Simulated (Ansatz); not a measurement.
Runs of Ansatz 0.2.0 on TiC. Symmetry: Fm-3m, No. 225, cubic system. The conventional cell has a = 4.331 Å, b = 4.331 Å, c = 4.331 Å, α = 90.00°, β = 90.00°, γ = 90.00°. Ti (site symmetry m-3m) is surrounded by 6 C at 2.17 Å. C (site symmetry m-3m) has 6 Ti at 2.17 Å as nearest neighbours. The cell is a database's computed one.

| task | level | cell | k mesh | cutoff (eV) | smearing | basis error allowed | mesh quality | gap on the mesh (eV) | pressure (GPa) | relaxed volume (Å³/atom) |
| --- | --- | --- | --- | --- | --- | --- | --- | --- | --- | --- |
| relaxation of cell and atoms | BLYP | relaxed | 11 × 11 × 11 | - | fermi-dirac 0.05 eV | 0.001 eV/atom | not flagged | - | 0.0 | (a) |
| relaxation of cell and atoms | PBEsol | relaxed | 11 × 11 × 11 | - | fermi-dirac 0.05 eV | 0.001 eV/atom | not flagged | - | 0.0 | 9.89 |
| single point | PBE | as given | 11 × 11 × 11 | 313 | gaussian 0.026 eV | 0.001 eV/atom | not flagged | none | 0.2 | - |
| single point | PBE | as given | 4 × 4 × 4 | 288 | fermi-dirac 0.06 eV | 0.002 eV/atom | coarse | none | -0.5 | - |
| single point | PBE+D4 | atoms moved at random, drawn with an rms of 0.15 Å | 11 × 11 × 11 | 394 | tetrahedron | 0.001 eV/atom | not flagged | 0.04 | (b) | - |
| single point | PBE | as given | 11 × 11 × 11 | 313 | gaussian 0.028 eV | 0.001 eV/atom | not flagged | none | 0.2 | - |
| single point | PBE | as given | 11 × 11 × 11 | 313 | gaussian 0.013 eV | 0.001 eV/atom | not flagged | none | 0.2 | - |

Alike in all rows: potentials or basis all-electron LAPW, scalar-relativistic; no spin polarisation.

**Question.** Estimate the missing entries.

**Answer.** (a) 10.51; (b) 6.6.

Caveats: some runs use coarse meshes; the k mesh is thin for a metal, which can move the energy by tens of meV per atom (some runs); an odd mesh through Γ misses points on the zone boundary, where band edges often lie (some runs); forces of over 1 eV/Å show positions far from the minimum, so gaps and moduli don't describe the material at rest (some runs); with tetrahedron occupations forces and stress needn't match the slope of the energy (some runs).

A gap of «none» marks a metal or a gap under the smearing width.

The runs don't all hold the same shells in valence.
